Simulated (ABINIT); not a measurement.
Runs of ABINIT 10.8.3 (patched build) on ZnSe (Stilleite). Symmetry: F-43m, No. 216, cubic system. Conventional cell: a = 5.668 Å, b = 5.668 Å, c = 5.668 Å, α = 90.00°, β = 90.00°, γ = 90.00°. Se (site symmetry -43m) is surrounded by 4 Zn at 2.45 Å. Zn (site symmetry -43m) has 4 Se at 2.45 Å as nearest neighbours. 

| task | level | potentials or basis | cell | k mesh | cutoff (eV) | fine-grid cutoff | cell freedom (optcell) | optimiser (ionmov) | cutoff smearing ecutsm (Ha) | force stop (Ha/bohr) | mesh quality | gap on the mesh (eV) | V0 of scaled cells (Å³/atom) | B0 (GPa) |
| --- | --- | --- | --- | --- | --- | --- | --- | --- | --- | --- | --- | --- | --- | --- |
| band structure | OLYP | JTH PAW PBE v2.0 | as given | 8 × 8 × 8 | 544 | 1088.46 eV | - | - | - | - | not flagged | 1.75 | - | - |
| equation of state | LDA-VWN | JTH PAW LDA v2.0 | as given | 8 × 8 × 8 | 544 | 1088.46 eV | - | - | - | - | not flagged | - | 21.56 | (a) |
| single point | r2SCAN | JTH PAW PBE v2.0 | as given | 3 × 3 × 3 | 653 | 1251.72 eV | - | - | - | - | coarse | 1.82 | - | - |
| relaxation of cell and atoms | PBEsol | PseudoDojo NC SR PBEsol v0.4.1 standard | relaxed | 6 × 6 × 6 | 1061 | - | 2 | 22 | 0.5 | 2e-05 | not flagged | 1.24 | - | - |
| single point | PBEsol | JTH PAW PBE v2.0 | as given | 3 × 3 × 3 | 544 | 1088.46 eV | - | - | - | - | coarse | 1.12 | - | - |
| equation of state | LDA-Teter | JTH PAW LDA v2.0 | as given | 8 × 8 × 8 | 544 | 1088.46 eV | - | - | - | - | not flagged | - | 21.60 | 70 |
| single point | PBE | JTH PAW PBE v2.0 | as given | 3 × 3 × 3 | 544 | 1088.46 eV | - | - | - | - | coarse | (d) | - | - |
| band structure | revPBE | JTH PAW PBE v2.0 | as given | 8 × 8 × 8 | 544 | 1088.46 eV | - | - | - | - | not flagged | 1.41 | - | - |
| equation of state | LDA-PZ | JTH PAW LDA v2.0 | as given | 8 × 8 × 8 | 544 | 1088.46 eV | - | - | - | - | not flagged | - | (c) | 70 |
| single point | r2SCAN | JTH PAW PBE v2.0 | as given | 10 × 10 × 10 | 653 | 1251.72 eV | - | - | - | - | not flagged | 1.85 | - | - |
| single point | PBE | JTH PAW PBE v2.0 | as given | 5 × 5 × 5 | 544 | 1088.46 eV | - | - | - | - | not flagged | (b) | - | - |
| band structure | r2SCAN | JTH PAW PBE v2.0 | as given | 6 × 6 × 6 | 707 | 1306.15 eV | - | - | - | - | not flagged | 1.85 | - | - |

Alike in all rows: no spin polarisation; smearing fermi-dirac 0.05 eV.

Q: Fill in the values left out.

A: (a) 71; (b) 1.29; (c) 21.59; (d) 1.25.

Caveats: some runs use coarse meshes; the PAW data sets were made with another functional, which shifts forces and pressure a little (some runs); an odd mesh through Γ misses points on the zone boundary, where band edges often lie (some runs); pressures at fixed basis lie under the slope of the energies (some runs).

A k mesh can miss the band edges, and the runs leave out spin-orbit coupling on Se.

Not every run made on this cell is shown here.
